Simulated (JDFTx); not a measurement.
The system is CuO.

```xyz
2
Lattice="2.5526 0.0000 0.0000 0.0000 2.5526 0.0000 0.0000 0.0000 2.5526" Properties=species:S:1:pos:R:3 pbc="T T T"
Cu    0.0000    0.0000    0.0000
O     1.2763    1.2763    1.2763
```

Measurements of this composition are mostly on another form, of space group No. 15.

| Property | Result |
| --- | --- |
| Program | JDFTx 1.7.0 (patched build) |
| Task | relaxation of cell and atoms |
| Functional | revPBE |
| Potentials or basis | SG15-PBE-1.2 with smoothed tails |
| Cutoff | 1361 eV |
| Density cutoff | 10885 eV |
| k mesh | 5 × 5 × 5 |
| Occupations | fermi-dirac, width 0.05 eV |
| Spin | no spin polarisation |

At the start: pressure 25.8 GPa; volume 8.32 Å³/atom.

Q: How do energy, volume and symmetry change on relaxing?

A: Over 7 steps the energy falls by 77.6 meV/atom and the volume is 9.41 Å³/atom (+13.1 %); space group Pm-3m (No. 221, to 0.05 Å).

Step by step:
| step | energy change (eV) | largest force (eV/Å) | pressure (GPa) | volume (Å³) |
| --- | --- | --- | --- | --- |
| 1 | 0.0000 | 0.0000 | 25.80 | 16.63 |
| 2 | -0.0318 | 0.0000 | 22.38 | 16.84 |
| 3 | -0.1499 | 0.0000 | 3.93 | 18.37 |
| 4 | -0.1550 | 0.0000 | 0.77 | 18.72 |
| 5 | -0.1552 | 0.0000 | 0.12 | 18.80 |
| 6 | -0.1552 | 0.0000 | 0.02 | 18.81 |
| 7 | -0.1552 | 0.0000 | 0.01 | 18.81 |

Final structure:
```xyz
2
Lattice="2.6595 0.0000 0.0000 0.0000 2.6595 0.0000 0.0000 0.0000 2.6595" Properties=species:S:1:pos:R:3 pbc="T T T"
Cu    0.0000    0.0000    0.0000
O     1.3297    1.3297    1.3297
```

Caveat: the k mesh is coarse (spacing up to 0.49 Å⁻¹), so the values aren't converged; the plane waves are those of the starting cell, so after so large a change of volume the result is rough; the potentials were made for another functional, which shifts forces and pressure; an odd number of electrons without spin polarisation forces a metal; a magnetic or distorted state may lie lower; the run has no spin polarisation, though such a crystal can be magnetic.
